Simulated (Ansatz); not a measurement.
## Every step of a relaxation of Co (omega type)

DFT, PBE, PAW with Ansatz's default frozen-core files, scalar-relativistic (Ansatz 0.2.0); a Γ-centred 12×12×17 k mesh, Fermi–Dirac smearing of 0.05 eV, spin-polarised from start moments Co1 1.7, Co2 1.7, Co3 1.7 μB. The run relaxes cell and atoms at a target pressure of 1300 GPa.

Command: `ansatz run input.yaml --threads 2 --pin off --max-ram 7168MiB --backend cpu --events-out ev --progress --plain --runs-dir out` It took 69 s on 2 threads of Arm Neoverse V1 (shared host), peak memory 0.43 GiB.

```yaml
crystal:
  lattice:
    - [2.9488061089, 0.0, 0.0]
    - [-1.4744030544, 2.5537410011, 0.0]
    - [0.0, 0.0, 1.8282597875]
  atoms:
    - { symbol: Co, position: [0.0, 0.0, 0.0], spin: 1.7 }
    - { symbol: Co, position: [0.3333333333, 0.6666666667, 0.5], spin: 1.7 }
    - { symbol: Co, position: [0.6666666667, 0.3333333333, 0.5], spin: 1.7 }
magnetization:
  spin_polarized: true
kpoints:
  mp_grid: { grid: [12, 12, 17] }
scf:
  occupations: { method: fermi_dirac, width: 0.05 }
hamiltonian:
  xc: pbe
  pseudopotentials: { kind: paw }
output:
  forces: true
  stress: true
  eigenvalues: true
  write_density: true
  write_potential: true
  elf: true
  volumetric_format: npy
relax:
  f_tol: 0.005
  max_steps: 40
  cell: { p_target: 1300.0, stress_tol: 0.65 }
```

Each step lists its enthalpy F + pV a cell above the last geometry, the pressure, the cell vectors (Å), and Cartesian positions (Å) with forces (eV/Å).

The first step:

```
step 1  dH = 107.41 meV  P = 1317 GPa
  cell 2.9488 0.0000 0.0000  -1.4744 2.5537 0.0000  0.0000 0.0000 1.8283
  Co 0.0000 0.0000 0.0000   0.0000 0.0000 0.0000
  Co 0.0000 1.7025 0.9141   0.0000 0.0000 0.0000
  Co 1.4744 0.8512 0.9141   0.0000 0.0000 0.0000
```

The start moments died away, and the runs ended non-magnetic.

Where does the relaxation end, and by which steps?

After 4 geometries, with conventional a, b, c = 2.982, 2.982, 1.793 Å, at 4.603 Å³/atom (+0.30 % against the start) in space group P6/mmm, with a shortest distance of 1.722 Å and a cell moment of 0.00 μB. The further steps:
```
step 2  dH = 16.18 meV  P = 1293 GPa
  cell 2.9724 0.0000 0.0000  -1.4862 2.5742 0.0000  0.0000 0.0000 1.8082
  Co 0.0000 0.0000 0.0000   0.0000 0.0000 0.0000
  Co 0.0000 1.7161 0.9041   0.0000 0.0000 0.0000
  Co 1.4862 0.8581 0.9041   0.0000 0.0000 0.0000
step 3  dH = 3.75 meV  P = 1320 GPa
  cell 2.9801 0.0000 0.0000  -1.4901 2.5808 0.0000  0.0000 0.0000 1.7872
  Co 0.0000 0.0000 0.0000   0.0000 0.0000 0.0000
  Co 0.0000 1.7206 0.8936   0.0000 0.0000 0.0000
  Co 1.4901 0.8603 0.8936   0.0000 0.0000 0.0000
step 4  dH = 0.00 meV  P = 1300 GPa
  cell 2.9819 0.0000 0.0000  -1.4910 2.5824 0.0000  0.0000 0.0000 1.7932
  Co 0.0000 0.0000 0.0000   0.0000 0.0000 0.0000
  Co 0.0000 1.7216 0.8966   0.0000 0.0000 0.0000
  Co 1.4910 0.8608 0.8966   0.0000 0.0000 0.0000
step 5  dH = -1.35 meV  P = 1300 GPa  (same geometry on a basis chosen anew; earlier energies don't compare to the last digit)
  cell 2.9819 0.0000 0.0000  -1.4910 2.5824 0.0000  0.0000 0.0000 1.7932
  Co 0.0000 0.0000 0.0000   0.0000 0.0000 0.0000
  Co 0.0000 1.7216 0.8966   0.0000 0.0000 0.0000
  Co 1.4910 0.8608 0.8966   0.0000 0.0000 0.0000
```
